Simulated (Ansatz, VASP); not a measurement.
# One calculation of Zr, two programs

```
Zr
1.0
    -1.87455    1.87455    1.87455
     1.87455   -1.87455    1.87455
     1.87455    1.87455   -1.87455
Zr
1
Direct
  0.00000 0.00000 0.00000
```

Alike in both runs: task single point; functional RPBE; k mesh 14 × 14 × 14; occupations fermi-dirac, width 0.1 eV; no spin polarisation.

|  | VASP | Ansatz |
| --- | --- | --- |
| version | VASP 6.6.1 | Ansatz 0.2.0 |
| potentials or method | VASP PAW PBE potentials, release 64 (Zr_sv) | plane waves (420 eV) with PAW, scalar-relativistic |
| plane-wave cutoff (eV) | 520 | 420 |
| valence electrons in the cell | 12 | 12 |

|  | VASP | Ansatz | Ansatz less VASP |
| --- | --- | --- | --- |
| pressure (GPa) | -7.8 | -7.8 | 0.00 |

Caveats: the PAW data sets were made with another functional, which shifts forces and pressure a little (VASP).
